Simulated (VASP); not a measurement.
A run of VASP 6.6.1 is set up as follows.

INCAR

```
SYSTEM = GaN
PREC = Accurate
ENCUT = 600
EDIFF = 1E-7
ISMEAR = 0
SIGMA = 0.03
LREAL = .FALSE.
LASPH = .TRUE.
NELM = 80
ALGO = Normal
ISIF = 4
LWAVE = .FALSE.
LCHARG = .FALSE.
IBRION = 2
NSW = 40
EDIFFG = -0.01
```

File KPOINTS:

```
Automatic mesh
0
G
  12 12 5
  0 0 0
```

Contents of POSCAR:

```
GaN                                     
1.0
    3.1567818325      0.0000000000      0.0000000000
   -1.5783909162      2.7338532611      0.0000000000
    0.0000000000      0.0000000000      5.1479246298
  Ga              N             
     2     2
Direct
     0.3333333332999970    0.6666666667000030    0.9993293524732441
     0.6666666667000030    0.3333333332999970    0.4993293524732440
     0.3333333332999970    0.6666666667000030    0.3756706475267560
     0.6666666667000030    0.3333333332999970    0.8756706475267559
```

Potentials or basis: VASP PAW LDA potentials, release 64 (Ga_d, N).

Command:

```sh
$ cat potpaw_LDA.64/Ga_d/POTCAR potpaw_LDA.64/N/POTCAR > POTCAR
$ mpirun -np 1 vasp_std > vasp.out
```

Task: What does it give for the band gap on the k mesh?

Result: 2.11 eV, direct.

Final structure:
```
Ga N
1.0
     3.15678    0.00000    0.00000
    -1.57839    2.73385    0.00000
     0.00000    0.00000    5.14792
Ga N
2 2
Direct
  0.33333 0.66667 0.99933
  0.66667 0.33333 0.49933
  0.33333 0.66667 0.37567
  0.66667 0.33333 0.87567
```

Caveat: the relaxation stopped at its first step, so nothing moved.

**Experimental background.**

From “Studying electronic properties in GaN without electrical contacts using γ-γ vs e−-γ Perturbed Angular Correlations”, 2019, pmc:6823545, for a bulk crystal of GaN: band gap 3.503 ± 0.005 eV (direct).

A measured gap of GaN is 3.503 eV (direct; quoted in “Studying electronic properties in GaN without electrical contacts using γ-γ vs e−-γ Perturbed Angular Correlations”, 2019, pmc:6823545); the calculated 2.11 eV misses it by -1.39 eV. Spin-orbit coupling on Ga is left out. The value is that of LDA, without temperature or zero-point motion. Semilocal functionals fall short of measured gaps as a rule.
